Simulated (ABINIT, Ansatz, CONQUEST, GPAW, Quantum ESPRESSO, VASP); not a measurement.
**One calculation of ZnAu, 7 ways**

```xyz
2
Lattice="3.1470 0.0000 0.0000 0.0000 3.1470 0.0000 0.0000 0.0000 3.1470" Properties=species:S:1:pos:R:3 pbc="T T T"
Au    0.0000    0.0000    0.0000
Zn    1.5735    1.5735    1.5735
```

Alike in all runs: task single point; functional PBE; k mesh 8 × 8 × 8; occupations fermi-dirac, width 0.05 eV; no spin polarisation; no spin-orbit coupling. Pressure is positive in compression and, in plane waves, holds the error of the finite cutoff, which Ansatz's Pulay term estimates and takes out.

| program and potentials | plane-wave cutoff (eV) | notes | band gap (eV) | pressure (GPa) |
| --- | --- | --- | --- | --- |
| Ansatz, Ansatz PAW | 420 | 15.5 valence electrons an atom on average; Pulay term of +0.10 GPa included | no gap | 5.10 |
| GPAW, GPAW PAW data sets (gpaw-data 1.2.1) | 600 | 11.5 valence electrons an atom on average | no gap | 5.53 |
| Ansatz, all-electron LAPW, scalar-relativistic | - | - | no gap | 5.11 |
| ABINIT, JTH PAW PBE v2.0 | 599 | 11.5 valence electrons an atom on average | no gap | 4.87 |
| VASP, PBE PAW files Au, Zn, 520 eV | 520 | 11.5 valence electrons an atom on average | no gap | 5.24 |
| CONQUEST, PseudoDojo NC PBE, DZP, grid cutoff 120 Ha | - | atomic basis; 19.5 valence electrons an atom on average | no gap | 6.10 |
| Quantum ESPRESSO, SSSP 1.3 efficiency PBE | 816 | 19.5 valence electrons an atom on average | no gap | 4.69 |

None finds a gap. The pressure spans 4.69 (Quantum ESPRESSO, SSSP 1.3 efficiency PBE) to 6.10 GPa (CONQUEST, PseudoDojo NC PBE, DZP, grid cutoff 120 Ha), with all-electron results at 5.11. Rows in atomic bases carry the error of their basis and grid, which can be large.

The functional is the same throughout but for its coding, so the spread measures potentials, basis and numerics; runs on potential files found faulty are left out.
